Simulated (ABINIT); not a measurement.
Input of an ABINIT 10.8.3 (patched build) run:

run.abi

```
# Pseudopotentials
pp_dirpath "./"
pseudos "Se.upf"

# Structure
acell 3*1.0 Angstrom
rprim
     4.3662000000     0.0000000000     0.0000000000
    -2.1831000000     3.7812401180     0.0000000000
     0.0000000000     0.0000000000     4.9536000000
ntypat 1
znucl 34
natom 3
typat 1 1 1
xcart
     1.6910292600     2.9289485954     0.0000000000
    -0.4920707400     0.8522915226     3.3024000002
     0.9841414800     0.0000000000     1.6511999998 Angstrom

# Plane-wave basis
ecut 43.0

# k points
kptopt 1
ngkpt 7 7 6
nshiftk 1
shiftk 0.0 0.0 0.0

# Exchange and correlation
ixc -116133

# Bands and occupations
nband 29
occopt 3
tsmear 0.05 eV

# SCF cycle
nstep 100
tolvrs 1.0e-10

# Output
iomode 3
prtwf 0
prteig 0
prtebands 0
enunit 1
prtden 1
prtvha 1
prtvclmb 1
prtpot 1
prtelf 1
```

Potentials or basis: PseudoDojo NC SR PBEsol v0.4.1 standard.

Launch:

```sh
$ mpirun --bind-to none -np 4 abinit run.abi > log 2>&1
```

(1) What does it give for the largest force?

(2) What does it give for the pressure?

(3) What does it give for the band gap on the k mesh?

## Answers

(1) 0.307 eV/Å.

(2) 0.2 GPa.

(3) 1.13 eV, indirect (least direct gap 1.43 eV).

Caveat: an odd mesh through Γ misses points on the zone boundary, where band edges often lie.
